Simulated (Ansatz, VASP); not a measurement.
# Si: VASP beside Ansatz

The input INCAR:

```
SYSTEM = Si
AGGAC    = 0.0          
ALDAC    = 0.0          
ALGO     = Normal         ! electronic algorithm
EDIFF    = 1E-6           ! SCF threshold, eV
ENCUT    = 520            ! plane-wave cutoff, eV
GGA      = PE             ! functional
GGA_COMPAT= .FALSE.      
ISIF     = 2              ! what is computed and relaxed
ISMEAR   = -1             ! smearing method
LASPH    = .TRUE.         ! aspherical terms in the spheres
LCHARG   = .FALSE.        ! write CHGCAR
LORBIT   = 11             ! projections on sites
LORBMOM  = .TRUE.       
LREAL    = .FALSE.        ! projectors in reciprocal space
LSORBIT  = .TRUE.         ! spin-orbit coupling
LWAVE    = .FALSE.        ! write WAVECAR
MAGMOM   = 0 0 0 0 0 0    ! initial moments
NBANDS   = 20             ! bands
NELM     = 150            ! most SCF steps
PREC     = Accurate       ! precision mode
SIGMA    = 0.1            ! smearing width, eV
```

File KPOINTS:

```
k-points
0
G
  6 6 6
  0 0 0
```

POSCAR

```
Si
1.0
    0.0000000000      2.7576691254      2.7576691254
    2.7576691254      0.0000000000      2.7576691254
    2.7576691254      2.7576691254      0.0000000000
Si
2
Direct
    0.5000000000      0.5000000000      0.5000000000
    0.7500000000      0.7500000000      0.7500000000
```

The input input.yaml:

```yaml
crystal:
  lattice:
    - [0.0, 2.7576691254, 2.7576691254]
    - [2.7576691254, 0.0, 2.7576691254]
    - [2.7576691254, 2.7576691254, 0.0]
  atoms:
    - { symbol: Si, position: [0.5, 0.5, 0.5] }
    - { symbol: Si, position: [0.75, 0.75, 0.75] }
kpoints:
  mp_grid: { grid: [6, 6, 6] }
scf:
  occupations: { method: fermi_dirac, width: 0.1 }
hamiltonian:
  xc: { exchange: pbe, correlation: none }
  pseudopotentials: { kind: all_electron, lapw: { basis_error: 0.001 } }
magnetization:
  noncollinear: true
  spin_orbit: true
output:
  forces: true
  stress: true
  eigenvalues: true
```

Change from the starting cell: volume scaled by 1.04.

Alike in both runs: task single point; functional PBE exchange alone; k mesh 6 × 6 × 6; occupations fermi-dirac, width 0.1 eV; non-collinear spin, spin-orbit coupling.

|  | VASP | Ansatz |
| --- | --- | --- |
| version | VASP 6.6.1 | Ansatz 0.2.0 |
| potentials or method | VASP PAW PBE potentials, release 64 (Si) | all-electron LAPW, relativistic spinors |
| plane-wave cutoff (eV) | 520 | see its input |

Ansatz gave:

| Quantity | Value |
| --- | --- |
| gap on the k mesh at the Fermi level (eV) | 0.98 |
| least direct gap on the mesh (eV) | 2.60 |
| pressure (GPa) | 6.4 |
| net moment per atom (μB) | 0.00 |

**Question.** What did VASP give for the same quantities?

**Answer.** gap on the k mesh at the Fermi level (eV): 0.98; least direct gap on the mesh (eV): 2.61; pressure (GPa): 6.4; net moment per atom (μB): 0.00.

Ansatz ran all-electron here, so the differences hold the error of VASP's frozen core and of both bases.
